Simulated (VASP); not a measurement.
Crystal: Ga.

```
CELL_PARAMETERS angstrom
4.04607 0.00000 0.00000
0.88545 4.62579 0.00000
-1.39154 0.69696 3.39628
ATOMIC_POSITIONS crystal
Ga 0.15153 0.39630 0.01055
Ga 0.60942 0.48780 0.64544
Ga 0.46758 0.93706 0.66503
```

The cell was built by a generator and needn't be a form met in nature.

The cell isn't the ideal one: random cell without symmetry.

- Program: VASP 6.6.1
- Task: relaxation of cell and atoms
- Functional: PBE
- Potentials or basis: VASP PAW PBE potentials, release 64 (Ga_d)
- Cutoff: 600 eV
- k mesh: 6 × 4 × 6
- Occupations: gaussian, width 0.1 eV
- Spin: no spin polarisation

At the start: pressure 16.6 GPa; volume 21.19 Å³/atom.

Task: How do energy, volume and symmetry change on relaxing?

Result: Over 73 steps the energy falls by 711.3 meV/atom and the volume is 22.77 Å³/atom (+7.5 %); space group P1 (No. 1, to 0.05 Å).

The path:
```tsv
step	energy change (eV)	largest force (eV/Å)	pressure (GPa)	volume (Å³)
1	0.0000	6.9570	16.58	63.57
3	-1.6190	1.1434	1.40	73.23
5	-1.6264	0.9562	1.78	72.34
7	-1.7069	0.3489	-0.53	76.32
9	-1.7579	0.2865	0.29	74.38
11	-1.7947	0.2152	0.04	74.51
13	-1.8003	0.2710	0.06	74.55
15	-1.8264	0.2440	-0.44	74.97
17	-1.8440	0.1703	0.07	73.10
19	-1.8585	0.2264	0.39	72.37
21	-1.8595	0.2978	0.42	72.10
23	-1.8805	0.2208	-0.11	72.44
25	-1.7835	0.6909	-0.22	72.90
27	-1.8926	0.4775	-0.62	72.89
29	-1.8980	0.4319	-0.64	72.79
31	-1.9087	0.3170	-0.56	72.47
33	-1.9512	0.2243	-0.27	70.60
35	-1.9611	0.3857	-0.06	69.18
37	-2.0178	0.3042	1.15	67.00
39	-2.0271	0.3709	1.58	66.14
41	-2.0620	0.4230	0.89	67.01
43	-2.0701	0.4715	0.66	67.53
45	-2.1058	0.1937	-0.59	69.01
47	-2.1082	0.1520	-0.80	69.54
49	-2.1157	0.0699	0.40	67.63
51	-2.1159	0.0660	0.23	67.90
53	-2.1177	0.0516	0.10	67.89
55	-2.1186	0.0536	0.15	67.82
57	-2.1222	0.0578	-0.28	68.58
59	-2.1226	0.0781	-0.39	68.82
61	-2.1246	0.0956	-0.38	68.72
63	-2.1252	0.1140	-0.33	68.64
65	-2.1273	0.0855	-0.01	68.14
67	-2.1265	0.0729	0.85	66.65
69	-2.1298	0.0455	0.26	67.53
71	-2.1322	0.0680	0.21	67.91
73	-2.1340	0.0283	-0.12	68.30
```

Final structure:
```xyz
3
Lattice="4.4844 -0.3885 0.0000 0.5804 4.4537 1.4313 -1.5681 1.7378 3.8908" Properties=species:S:1:pos:R:3 pbc="T T T"
Ga   -0.2059    3.0911    4.3448
Ga    2.1466    3.1364    3.0017
Ga    0.9858    5.4396    4.2908
```
